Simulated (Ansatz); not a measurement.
**InSe: rigid cleavage**

The task, for InSe: open the crystal across a (0 0 -1) plane.

A COD entry behind a cell of this session may itself be a prediction, so a difference from it is no test against experiment.

Program: Ansatz 0.2.0. Level of theory: DFT PBEsol, scalar-relativistic, plane waves, PAW. These are calculated values, not measurements.

### Step 1. The structure to begin with

The structure is trigonal, space group R3m (No. 160). The conventional cell has a = 4.000 Å, b = 4.000 Å, c = 24.950 Å, α = 90.00°, β = 90.00°, γ = 120.00°. In (site symmetry 3m) is surrounded by 3 Se at 2.64 Å and 1 In at 2.80 Å. Se (site symmetry 3m) has 3 In at 2.64 Å as nearest neighbours.

Structure file:

```xyz
12
Lattice="-2.0000 -3.4641 0.0000 2.0000 -3.4641 0.0000 0.0000 0.0000 24.9500" Properties=species:S:1:pos:R:3 pbc="T T T"
In    0.0000    0.0000    0.0000
In    0.0000   -2.3094    8.3167
In    0.0000   -4.6188   16.6333
In    0.0000   -6.9282    2.7994
In    0.0000   -2.3094   11.1161
In    0.0000   -4.6188   19.4327
Se    0.0000   -6.9282   15.3567
Se    0.0000   -2.3094   23.6734
Se    0.0000   -4.6188    7.0401
Se    0.0000   -6.9282   20.7085
Se    0.0000   -2.3094    4.0752
Se    0.0000   -4.6188   12.3918
```

The cell is taken as given, not relaxed at this level.

### Step 2. The reference: the undisturbed cell on the scan's mesh

input.yaml reads:

```yaml
crystal:
  lattice:
    - [-1.9999996503, -3.4641010095, 0.0]
    - [1.9999996503, -3.4641010095, 0.0]
    - [0.0, 0.0, 24.95001]
  atoms:
    - { symbol: In, position: [0.0, 0.0, 0.0] }
    - { symbol: In, position: [0.3333333333, 0.3333333333, 0.3333333333] }
    - { symbol: In, position: [0.6666666667, 0.6666666667, 0.6666666667] }
    - { symbol: In, position: [1.0, 1.0, 0.1122] }
    - { symbol: In, position: [0.3333333333, 0.3333333333, 0.4455333333] }
    - { symbol: In, position: [0.6666666667, 0.6666666667, 0.7788666667] }
    - { symbol: Se, position: [1.0, 1.0, 0.6155] }
    - { symbol: Se, position: [0.3333333333, 0.3333333333, 0.9488333333] }
    - { symbol: Se, position: [0.6666666667, 0.6666666667, 0.2821666667] }
    - { symbol: Se, position: [1.0, 1.0, 0.83] }
    - { symbol: Se, position: [0.3333333333, 0.3333333333, 0.1633333333] }
    - { symbol: Se, position: [0.6666666667, 0.6666666667, 0.4966666667] }
basis:
  ecutwfc: 420
kpoints:
  mp_grid: { grid: [10, 10, 2] }
hamiltonian:
  xc: pbesol
scf:
  occupations: { method: gaussian, width: 0.03 }
output:
  forces: true
  stress: true
  eigenvalues: true
  write_density: true
  write_potential: true
  elf: true
  volumetric_format: npy
```

On the command line:

```sh
$ ansatz run input.yaml --threads 2 --pin off --max-ram 5120MiB --backend cpu --events-out ev --progress --plain --runs-dir out
```

The session goes on with these runs: At d = 1.00 Å; At d = 3.00 Å; point d = 0.50 Å; At d = 2.00 Å; d = 6.00 Å; d = -0.30 Å; d = 0.25 Å; At d = 1.50 Å; point d = 4.50 Å; At d = 0.75 Å; At d = -0.15 Å.

What does the calculation give? Wanted: largest traction sampled.

**Answer**, as computed:

| quantity | value |
| --- | --- |
| energy at d = 6.00 Å | 0.05 J/m² |
| largest traction sampled | 0.4 GPa at d = 0.75 Å |

In words: At the widest gap the traction has died away, so 0.05 J/m² is the unrelaxed work of separation, the sum of the two faces' energies. The traction peaks at 0.4 GPa near 0.75 Å, an estimate of the ideal strength of rigid blocks on this coarse sampling. The gap on the mesh stays between 0.26 and 0.78 eV. The cell holds empty space of several Å, a single layer or slab in vacuum, so volume, pressure and the long edge depend on that space.
